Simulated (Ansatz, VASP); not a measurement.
# Cross-check of Al26InN27 (In_Al) between VASP and Ansatz

Wanted: the spread between two codes on one cell, functional and k mesh. Of the first pair: The structure shown is the start of the Ansatz relaxation below; VASP solves that cell, so the two are compared at the walk's first step.

Main program and level: Ansatz 0.2.0; plane waves, with VASP 6.6.1 beside it; single point at r2SCAN.

**1. Starting point**

The cell holds 54 atoms: 26 Al, 27 N and 1 In. Its edges and angles: a = 9.269 Å, b = 9.269 Å, c = 9.269 Å, α = 60.0°, β = 60.0°, γ = 60.0°. It derives from AlN (AlN (F-43m)). Nearest the centre at fractional (0.333, 0.667, 0.667): In54 at 0.05 Å, N35 at 1.85 Å, N41 at 1.87 Å, N44 at 1.89 Å, N43 at 1.90 Å, Al7 at 3.04 Å, Al12 at 3.05 Å, Al3 at 3.07 Å.

Coordinates:

```
Al N In
1.0
     0.00000    6.55419    6.55419
     6.55419    0.00000    6.55419
     6.55419    6.55419    0.00000
Al N In
26 27 1
Cartesian
  13.0670 6.5309 6.5698
  2.2076 8.6946 6.5507
  10.9252 4.4061 6.5882
  2.2008 6.5456 8.6923
  4.3446 2.2238 2.1659
  6.5239 10.9161 8.6998
  10.8884 6.5385 4.4013
  6.5825 2.2247 4.3796
  8.7375 10.8900 10.8867
  13.0599 8.7512 8.7406
  2.1833 4.3600 2.2338
  10.8786 6.5395 8.7230
  2.2346 2.1862 4.3663
  4.3256 4.3786 4.3916
  6.5906 6.5216 4.3591
  4.4078 2.2103 6.5735
  6.5837 4.3562 6.5923
  6.5462 4.3853 10.8769
  8.7316 6.5493 10.8744
  10.8943 8.7794 10.9214
  8.7187 10.8817 6.5360
  4.3885 6.5666 6.5987
  6.5389 8.7865 6.5553
  4.4087 4.3610 8.7092
  6.5448 6.5094 8.7187
  8.7013 8.7604 8.7638
  1.0589 1.1137 1.1228
  3.3051 3.2357 1.0938
  5.4809 5.4412 1.1337
  3.2718 1.0731 3.2313
  5.4413 3.2664 3.3214
  7.6040 5.4623 3.3033
  5.4823 1.1379 5.4594
  7.6692 3.2507 5.4977
  9.7882 5.4833 5.4753
  1.1078 3.3176 3.3020
  3.2622 5.4279 3.3107
  5.4305 7.6517 3.2385
  3.2747 3.2277 5.4548
  5.4256 5.4502 5.4943
  7.6326 7.5985 5.4621
  5.4568 3.3246 7.6614
  7.6696 5.4747 7.6890
  9.8522 7.6663 7.6056
  1.1078 5.4193 5.4832
  3.2286 7.6387 5.4526
  5.4789 9.7933 5.4895
  3.2673 5.4733 7.6942
  5.4828 7.6102 7.6194
  7.6725 9.8557 7.6816
  5.4542 5.4256 9.8648
  7.5995 7.6628 9.8357
  9.8247 9.8139 9.8777
  8.7519 6.5129 6.5792
```

**2. Ansatz: relaxation, r2SCAN**

Ansatz runs on its PAW soft_1 files.

The two programs are compared at the cell with which this relaxation starts, whose forces are those of its first step.

Input file input.yaml:

```yaml
crystal:
  lattice:
    - [0.0, 6.55418986, 6.55418986]
    - [6.55418986, 0.0, 6.55418986]
    - [6.55418986, 6.55418986, 0.0]
  atoms:
    - { symbol: Al, position: [0.0, 0.0, 0.0] }
    - { symbol: "N", position: [0.08333333, 0.08333333, 0.08333333] }
    - { symbol: Al, position: [0.0, 0.0, 0.33333333] }
    - { symbol: "N", position: [0.08333333, 0.08333333, 0.41666667] }
    - { symbol: Al, position: [0.0, 0.0, 0.66666667] }
    - { symbol: "N", position: [0.08333333, 0.08333333, 0.75] }
    - { symbol: Al, position: [0.0, 0.33333333, 0.0] }
    - { symbol: "N", position: [0.08333333, 0.41666667, 0.08333333] }
    - { symbol: Al, position: [0.0, 0.33333333, 0.33333333] }
    - { symbol: "N", position: [0.08333333, 0.41666667, 0.41666667] }
    - { symbol: Al, position: [0.0, 0.33333333, 0.66666667] }
    - { symbol: "N", position: [0.08333333, 0.41666667, 0.75] }
    - { symbol: Al, position: [0.0, 0.66666667, 0.0] }
    - { symbol: "N", position: [0.08333333, 0.75, 0.08333333] }
    - { symbol: Al, position: [0.0, 0.66666667, 0.33333333] }
    - { symbol: "N", position: [0.08333333, 0.75, 0.41666667] }
    - { symbol: Al, position: [0.0, 0.66666667, 0.66666667] }
    - { symbol: "N", position: [0.08333333, 0.75, 0.75] }
    - { symbol: Al, position: [0.33333333, 0.0, 0.0] }
    - { symbol: "N", position: [0.41666667, 0.08333333, 0.08333333] }
    - { symbol: Al, position: [0.33333333, 0.0, 0.33333333] }
    - { symbol: "N", position: [0.41666667, 0.08333333, 0.41666667] }
    - { symbol: Al, position: [0.33333333, 0.0, 0.66666667] }
    - { symbol: "N", position: [0.41666667, 0.08333333, 0.75] }
    - { symbol: Al, position: [0.33333333, 0.33333333, 0.0] }
    - { symbol: "N", position: [0.41666667, 0.41666667, 0.08333333] }
    - { symbol: Al, position: [0.33333333, 0.33333333, 0.33333333] }
    - { symbol: "N", position: [0.41666667, 0.41666667, 0.41666667] }
    - { symbol: Al, position: [0.33333333, 0.33333333, 0.66666667] }
    - { symbol: "N", position: [0.41666667, 0.41666667, 0.75] }
    - { symbol: Al, position: [0.33333333, 0.66666667, 0.0] }
    - { symbol: "N", position: [0.41666667, 0.75, 0.08333333] }
    - { symbol: Al, position: [0.33333333, 0.66666667, 0.33333333] }
    - { symbol: "N", position: [0.41666667, 0.75, 0.41666667] }
    - { symbol: In, position: [0.33333333, 0.66666667, 0.66666667] }
    - { symbol: "N", position: [0.41666667, 0.75, 0.75] }
    - { symbol: Al, position: [0.66666667, 0.0, 0.0] }
    - { symbol: "N", position: [0.75, 0.08333333, 0.08333333] }
    - { symbol: Al, position: [0.66666667, 0.0, 0.33333333] }
    - { symbol: "N", position: [0.75, 0.08333333, 0.41666667] }
    - { symbol: Al, position: [0.66666667, 0.0, 0.66666667] }
    - { symbol: "N", position: [0.75, 0.08333333, 0.75] }
    - { symbol: Al, position: [0.66666667, 0.33333333, 0.0] }
    - { symbol: "N", position: [0.75, 0.41666667, 0.08333333] }
    - { symbol: Al, position: [0.66666667, 0.33333333, 0.33333333] }
    - { symbol: "N", position: [0.75, 0.41666667, 0.41666667] }
    - { symbol: Al, position: [0.66666667, 0.33333333, 0.66666667] }
    - { symbol: "N", position: [0.75, 0.41666667, 0.75] }
    - { symbol: Al, position: [0.66666667, 0.66666667, 0.0] }
    - { symbol: "N", position: [0.75, 0.75, 0.08333333] }
    - { symbol: Al, position: [0.66666667, 0.66666667, 0.33333333] }
    - { symbol: "N", position: [0.75, 0.75, 0.41666667] }
    - { symbol: Al, position: [0.66666667, 0.66666667, 0.66666667] }
    - { symbol: "N", position: [0.75, 0.75, 0.75] }
  host:
    repeats: [3, 3, 3]
    atoms:
      - { symbol: Al, position: [0.0, 0.0, 0.0] }
      - { symbol: "N", position: [0.25, 0.25, 0.25] }
basis:
  ecutwfc: 500
  xc_grid: 2
hamiltonian:
  xc: r2scan
  pseudopotentials: { kind: paw, azcp: { folder: soft_1 } }
kpoints:
  mp_grid: { grid: [1, 1, 1], shift: [0.25, 0.25, 0.25] }
scf:
  occupations: { method: fixed }
  max_iter: 60
output:
  forces: true
  charged_corrections:
    epsilon: 4.64
    static_epsilon: 8.51
    defect_position: [0.333333, 0.666667, 0.666667]
relax:
  f_tol: 0.02
  max_steps: 80
  random_displacement: { amplitude: 0.05, seed: 3252 }
checkpoint:
  write: "../q0.relax.run"
  compress: false
  write_wavefunctions: true
  write_every: 100000
```

Run with:

```bash
ansatz run input.yaml --threads 4 --pin off --max-ram 7536MiB --backend cpu --events-out ev --progress --plain --runs-dir out
```

Numbers of over 12 decimals in the logs are rounded to 6 here.

The log of the run:

```text
Engine: ansatz 0.2.0, aarch64-unknown-linux-gnu
Pseudopotentials: kind: paw
Pseudopotential: Al, paw, valence charge 3, recommended cutoff 500 eV (meta_gga), soft_1/Al.paw.azcp
Pseudopotential: N, paw, valence charge 5, recommended cutoff 500 eV (meta_gga), soft_1/N.paw.azcp
Pseudopotential: In, paw, valence charge 13, recommended cutoff 500 eV (meta_gga), soft_1/In.paw.azcp
Functional definition: r2SCAN
  parameter k0 = 0.174
  parameter k1 = 0.065
  parameter a1 = 4.9479
  exchange = r2scan_x(k0 = k0, k1 = k1, a1 = a1)
  correlation = r2scan_c
Crystal: 54 atoms, lattice volume = 563.102 Å³
Basis set: ecut = 500 eV, 14331 PW (Γ), exchange–correlation on 144×144×144 points (8 copies of the dense FFT grid, shifted against one another)
Bands: 167, of which v1, the nominal top of the filled ones, is band 113 counted from 1 (112 counted from 0)
Symmetry: 1 space group operations
k-points: 1
Non-local potential: Al, projectors of the file, l = 0: 2, l = 1: 2, l = 2: 1
Non-local potential: N, projectors of the file, l = 0: 2, l = 1: 2, l = 2: 1
Non-local potential: In, projectors of the file, l = 0: 2, l = 1: 2, l = 2: 2, l = 3: 1
PAW form: soft (Blöchl's): semilocal exchange-correlation on the pseudo side does not see the compensation charge
PAW frozen core: Al, regenerated for the run's functional (the file was generated under x = pbe(κ = 0.804, μ = 0.219515), c = pbe(β = 0.066725))
PAW frozen core: N, regenerated for the run's functional (the file was generated under x = pbe(κ = 0.804, μ = 0.219515), c = pbe(β = 0.066725))
PAW frozen core: In, regenerated for the run's functional (the file was generated under x = pbe(κ = 0.804, μ = 0.219515), c = pbe(β = 0.066725))
PAW one-centre angular grid: Al, 302 points (default); XC on 160 Gauss nodes
PAW one-centre angular grid: N, 302 points (default); XC on 160 Gauss nodes
PAW one-centre angular grid: In, 590 points (default); XC on 160 Gauss nodes
Initial density: superposition of atomic densities (chi_scale 0.1, normalization cell, long waves kept (reshape's long-wave potential 0.20 eV rms))
Initial wavefunctions: pseudopotential atomic-orbital guess
Functional: x = r2scan, c = r2scan; τ floored in thin density (d = 2e-4 eV/Å³)
SCF iter   1: F=—  HF=-30158.272217 eV  |F-HF|=—  |Δ(HF+E_count)|=         —  Δρ=1.37e-1  dr2=1.30e2  dr2_τ=1.52e1  ethr=3.10e-3  ⟨swp⟩=5.0  Hψ=578  notcnv=0  defer=50
preconditioner: auto → Resta (q_TF=auto, 2.343 Å⁻¹)  ε∞=3.3  [insulator: Δε(μ)=5.607 eV  Ē_g=15.670 eV  n_scr=112 (ndim 8)  ℏωp=23.5 eV  f_vac=0.000  ε∞_Penn≈3.3]
SCF iter   2: F=—  HF=-30126.254650 eV  |F-HF|=—  |Δ(HF+E_count)|=    3.20e1  Δρ=4.78e-2  dr2=9.18e0  dr2_τ=2.77e0  ethr=3.10e-3  ⟨swp⟩=3.0  Hψ=335  notcnv=0  defer=50
SCF iter   3: F=—  HF=-30128.744225 eV  |F-HF|=—  |Δ(HF+E_count)|=    2.49e0  Δρ=2.41e-2  dr2=2.12e0  dr2_τ=1.16e-1  ethr=3.10e-3  ⟨swp⟩=3.0  Hψ=219  notcnv=0  defer=50
SCF iter   4: F=—  HF=-30129.024370 eV  |F-HF|=—  |Δ(HF+E_count)|=   2.80e-1  Δρ=2.38e-3  dr2=2.49e-2  dr2_τ=3.34e-3  ethr=9.37e-4  ⟨swp⟩=3.0  Hψ=282  notcnv=0  defer=50
SCF iter   5: F=—  HF=-30129.024520 eV  |F-HF|=—  |Δ(HF+E_count)|=   1.51e-4  Δρ=8.44e-4  dr2=3.47e-3  dr2_τ=5.07e-4  ethr=1.10e-5  ⟨swp⟩=3.0  Hψ=233  notcnv=0  defer=52
SCF iter   6: F=—  HF=-30129.024361 eV  |F-HF|=—  |Δ(HF+E_count)|=   1.59e-4  Δρ=2.59e-4  dr2=3.82e-4  dr2_τ=4.64e-5  ethr=1.53e-6  ⟨swp⟩=2.0  Hψ=232  notcnv=0  defer=52
SCF iter   7: F=—  HF=-30129.024372 eV  |F-HF|=—  |Δ(HF+E_count)|=   1.04e-5  Δρ=6.59e-5  dr2=2.29e-5  dr2_τ=1.88e-6  ethr=1.69e-7  ⟨swp⟩=2.0  Hψ=229  notcnv=0  defer=52
SCF iter   8: F=-30129.024374 eV  HF=-30129.024375 eV  |F-HF|=7.43e-7  |Δ(HF+E_count)|=   3.36e-6  Δρ=1.85e-5  dr2=1.83e-6  dr2_τ=2.11e-7  ethr=4.42e-9  ⟨swp⟩=4.0  Hψ=477  notcnv=0
SCF 1 converged in 8 iterations: F = -30129.024374 eV  dr2 = 1.83e-6
  greatest PAW one-centre occupation: 0.985 electrons in one spin orbital (limit 2), on the In atom at site 34 (counted from 0), in its partial waves of l = 2
relax step   1: F+E_penalty+E_count = -30129.02437439 eV  Δ(F+E_penalty+E_count) = +0.000e0 eV  max|allowed force component| = 5.293e0 eV/Å  Δτ_max = 0.0000 Å  (8 SCF iters, dr2 threshold 1.00e-5 eV, accepted)
Initial density: handed on by an earlier stage of this run
Initial wavefunctions: those handed on with the density
iter 1 solved again at ethr=3.86e-4 eV; its pass at ethr=3.10e-3 eV (dr2=8.72e-1 eV) is discarded
SCF iter   1: F=—  HF=-30132.593075 eV  |F-HF|=—  |Δ(HF+E_count)|=         —  Δρ=1.06e-2  dr2=8.82e-1  dr2_τ=2.66e0  ethr=3.86e-4  ⟨swp⟩=1.0  Hψ=594  notcnv=0  defer=50
preconditioner: auto → Resta (q_TF=auto, 2.343 Å⁻¹)  ε∞=3.7  [insulator: Δε(μ)=4.673 eV  Ē_g=14.441 eV  n_scr=112 (ndim 8)  ℏωp=23.5 eV  f_vac=0.000  ε∞_Penn≈3.7]
[...]
atom   8  N      0.00012263     0.00257464     0.00033576
  atom   9  Al     0.00189321    -0.00060185    -0.00201556
  atom  10  N      0.00042372     0.00114998     0.00131628
  atom  11  Al     0.00152526     0.00096448    -0.00186428
  atom  12  N      0.00048103    -0.00022861    -0.00205260
  atom  13  Al    -0.00145172     0.00011942     0.00108282
  atom  14  N      0.00098955    -0.00080371     0.00035347
  atom  15  Al     0.00025660    -0.00038567    -0.00219571
  atom  16  N     -0.00155410     0.00074541     0.00248671
  atom  17  Al     0.00216045     0.00259945    -0.00034109
  atom  18  N      0.00300775    -0.00026830    -0.00098765
  atom  19  Al    -0.00032307     0.00050079    -0.00258201
  atom  20  N     -0.00082141     0.00029470     0.00029680
  atom  21  Al     0.00029449    -0.00051821    -0.00303489
  atom  22  N     -0.00047423     0.00114109     0.00141304
  atom  23  Al     0.00114508    -0.00037219    -0.00224248
  atom  24  N     -0.00070765    -0.00118243     0.00185656
  atom  25  Al     0.00054585    -0.00297734    -0.00231649
  atom  26  N      0.00108900     0.00098316     0.00422741
  atom  27  Al     0.00025651     0.00002859    -0.00223595
  atom  28  N     -0.00006469     0.00157414     0.00033540
  atom  29  Al     0.00199661     0.00231010     0.00103205
  atom  30  N     -0.00031498     0.00161840     0.00068464
  atom  31  Al    -0.00284509    -0.00082602    -0.00244377
[...]
atom  47  Al     0.00102424     0.00006277    -0.00339906
  atom  48  N      0.00268237    -0.00083677     0.00328200
  atom  49  Al     0.00025927     0.00177273    -0.00258488
  atom  50  N     -0.00019164    -0.00104780     0.00149753
  atom  51  Al     0.00081587    -0.00102566    -0.00347676
  atom  52  N      0.00164148     0.00002387     0.00218299
  atom  53  Al    -0.00055285     0.00148674    -0.00275592
  atom  54  N     -0.00040575     0.00029293     0.00137860
  max |Σ_I F_I| component: 2.12e-2 eV/Å
--- Band table (eV) ---
  k-point 0: bands = [... 109 lower, 6.8581, 6.8585, 7.1786, 7.1790, 11.9339, 12.1722, 12.1723, 12.1990, ... 50 higher]
--- Relaxed structure (5 steps of the walk, 5 accepted, 0 SCFs on fresh bases) ---
  F+E_penalty+E_count = -30133.08900788 eV   max|allowed force component| = 4.605e-3 eV/Å
  atoms:
    - { symbol: Al, position: [0.000541325, 0.000274611, -0.00138471] }
    - { symbol: N, position: [0.084174, 0.083849, 0.082208] }
    - { symbol: Al, position: [0.000547431, 0.000201453, 0.332146] }
    - { symbol: N, position: [0.084180, 0.083799, 0.415803] }
    - { symbol: Al, position: [-0.00337433, 0.00335894, 0.665712] }
    - { symbol: N, position: [0.084179, 0.083801, 0.748565] }
    - { symbol: Al, position: [0.000523237, 0.333802, -0.00143628] }
    - { symbol: N, position: [0.084177, 0.417464, 0.082126] }
    - { symbol: Al, position: [0.000434532, 0.333693, 0.332027] }
    - { symbol: N, position: [0.083917, 0.417178, 0.415536] }
    - { symbol: Al, position: [0.000399353, 0.333637, 0.665225] }
    - { symbol: N, position: [0.084062, 0.417314, 0.748520] }
    - { symbol: Al, position: [-0.00340144, 0.667373, 0.00170528] }
    - { symbol: N, position: [0.084167, 0.750206, 0.082174] }
    - { symbol: Al, position: [0.000394615, 0.666879, 0.332001] }
    - { symbol: N, position: [0.084045, 0.750166, 0.415682] }
    - { symbol: Al, position: [-0.00326358, 0.667227, 0.665575] }
    - { symbol: N, position: [0.059371, 0.758452, 0.756798] }
    - { symbol: Al, position: [0.334360, 0.000257256, -0.00138011] }
    - { symbol: N, position: [0.417599, 0.083715, 0.082099] }
    - { symbol: Al, position: [0.334109, 0.00333507, 0.328254] }
    - { symbol: N, position: [0.416951, 0.083806, 0.415792] }
    - { symbol: Al, position: [0.334183, 0.00392042, 0.665773] }
    - { symbol: N, position: [0.417734, 0.083688, 0.749361] }
    - { symbol: Al, position: [0.334114, 0.329873, 0.00169853] }
    - { symbol: N, position: [0.416937, 0.417406, 0.082181] }
    - { symbol: Al, position: [0.333623, 0.333641, 0.332002] }
    - { symbol: N, position: [0.416904, 0.417308, 0.415670] }
    - { symbol: Al, position: [0.333966, 0.329978, 0.665583] }
    - { symbol: N, position: [0.425179, 0.392626, 0.756805] }
    - { symbol: Al, position: [0.334151, 0.667416, 0.00231577] }
    - { symbol: N, position: [0.417717, 0.750970, 0.082083] }
    - { symbol: Al, position: [0.333987, 0.667220, 0.328360] }
    - { symbol: N, position: [0.425155, 0.758435, 0.391041] }
    - { symbol: In, position: [0.334334, 0.667599, 0.666024] }
    - { symbol: N, position: [0.426225, 0.759450, 0.757841] }
    - { symbol: Al, position: [0.666963, 0.000226882, -0.00143078] }
    - { symbol: N, position: [0.750638, 0.083878, 0.082254] }
    - { symbol: Al, position: [0.667019, 0.000261849, 0.332129] }
    - { symbol: N, position: [0.750595, 0.083828, 0.415785] }
    - { symbol: Al, position: [0.667020, 0.000241553, 0.665955] }
    - { symbol: N, position: [0.750450, 0.083716, 0.749225] }
    - { symbol: Al, position: [0.667011, 0.333802, -0.001399] }
    - { symbol: N, position: [0.750581, 0.417410, 0.082201] }
    - { symbol: Al, position: [0.666946, 0.333779, 0.332144] }
    - { symbol: N, position: [0.750508, 0.417439, 0.415793] }
    - { symbol: Al, position: [0.670082, 0.329882, 0.665695] }
    - { symbol: N, position: [0.750561, 0.417390, 0.748561] }
    - { symbol: Al, position: [0.666990, 0.667614, -0.00139685] }
    - { symbol: N, position: [0.750439, 0.750854, 0.082095] }
    - { symbol: Al, position: [0.670072, 0.667357, 0.328246] }
    - { symbol: N, position: [0.750555, 0.750188, 0.415781] }
    - { symbol: Al, position: [0.670688, 0.667407, 0.665758] }
    - { symbol: N, position: [0.750449, 0.750967, 0.749345] }
```

[end of part 1 of 3]

[Lines on the potential files, build, host, timing and source positions are cut from VASP's logs without a mark.]

[Logs are printed without paths, hosts, clocks, repeated set-up lines and the standing remarks that a program may print on its own settings, such as how far it seeks lower states.]

[Hosts, paths, dates, database ids (printed as entryN), source tags and the programs' standing remarks are cut or masked in the printed files.]
